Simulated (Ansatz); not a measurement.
Pressure against volume: WS₂

```
W S
1.0
     1.57900    0.91164    6.16333
    -1.57900    0.91164    6.16333
     0.00000   -1.82327    6.16333
W S
1 2
Direct
  0.00000 0.00000 0.00000
  0.75030 0.75030 0.75030
  0.58100 0.58100 0.58100
```

The cell is COD entry 9012192, as deposited and not checked against the literature; nothing was relaxed.

Spin–orbit coupling is left out, though it moves levels of the heavy atoms by tenths of an eV or more.

Methods: DFT, PBEsol, all-electron LAPW, scalar-relativistic (Ansatz 0.2.0); DFT, PBEsol, PAW with Ansatz's default frozen-core files, scalar-relativistic (Ansatz 0.2.0).

For LAPW: a Γ-centred 15×15×15 k mesh, Fermi–Dirac smearing of 0.03 eV, basis error target 1 meV/atom, no spin polarisation. PAW takes a cutoff of 420 eV at this cell (files made with PBE, cores remade for this functional). The Ansatz runs share mesh, smearing and spin set-up. Plane-wave (PAW) pressures include the program's estimate of the Pulay term.

The cell above is scaled evenly, with fractional coordinates and shape held.

```
V/V(cell)  V (Å³/atom)  P, LAPW (GPa)  P, PAW (GPa)  gap on the k mesh, LAPW (eV)  free energy over the lowest listed, PAW (meV/atom)
   0.9600       17.034           6.85          6.83                          0.98                                                13.1
   0.9900       17.566           1.13          1.09                          1.01                                                 0.2
   1.0000       17.744          -0.58         -0.63                          1.02                                                 0.0
   1.0200       18.099          -3.74         -3.79                          1.04                                                 5.0
   1.0600       18.809          -9.12         -9.18                          1.06                                                34.1
```

Problem. What do Birch–Murnaghan fits to the pressures give?

Solution. LAPW: V0 = 17.68 Å³/atom, B0 = 169 GPa, B0′ = 4.4; PAW: V0 = 17.68 Å³/atom, B0 = 170 GPa, B0′ = 4.4.

PAW's V0 lies -0.02 % from the all-electron value and its B0 0.4 %. With shape and internal coordinates held, B0 is an upper bound to the relaxed modulus.
